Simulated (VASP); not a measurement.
# BaTiO₃: electric field gradients, by functional

BaTiO₃, Pm-3m (no. 221), 5 atoms in the cell.

| Functional | Vzz of the first element (V/Å²) | Vzz of the second element (V/Å²) | Vzz of the third element (V/Å²) | Time (s) |
|---|---|---|---|---|
| PBE | 0.00 | 0.00 | 24.35 | 8.7 |
| HSE06 | 0.00 | 0.00 | 33.78 | 522 |
| PBE0 | 0.00 | 0.00 | 33.70 | 509 |
| B3LYP | 0.00 | 0.00 | 32.70 | 452 |

## Input of the first row

INCAR:
```
SYSTEM = BaTiO3
GGA = PE ; PREC = Accurate
ENCUT = 600 ; EDIFF = 1E-7
LREAL = .FALSE. ; LASPH = .TRUE.
ALGO = Normal ; NELM = 120
LWAVE = .FALSE. ; LCHARG = .FALSE.
ISMEAR = 0 ; SIGMA = 0.02
KPAR = 4 ; LEFG = .TRUE.
QUAD_EFG = 245 302 -25.58
```

KPOINTS:
```
k-points
0
Gamma
  4 4 4
```

POSCAR:
```
BaTiO3
1.0
    4.0060000000      0.0000000000      0.0000000000
    0.0000000000      4.0060000000      0.0000000000
    0.0000000000      0.0000000000      4.0060000000
Ba Ti O
1 1 3
Direct
    0.5000000000      0.5000000000      0.5000000000
    0.0000000000      0.0000000000      0.0000000000
    0.0000000000      0.0000000000      0.5000000000
    0.0000000000      0.5000000000      0.0000000000
    0.5000000000      0.0000000000      0.0000000000
```

Commands:
```
cat potpaw_PBE.64/Ba_sv/POTCAR potpaw_PBE.64/Ti_sv/POTCAR potpaw_PBE.64/O/POTCAR > POTCAR
mpirun -np 4 vasp_std > vasp.out
```

VASP 6.6.1 took 8.7 s on 4 cores (Intel Xeon Platinum 8488C (Sapphire Rapids)), a shared host.
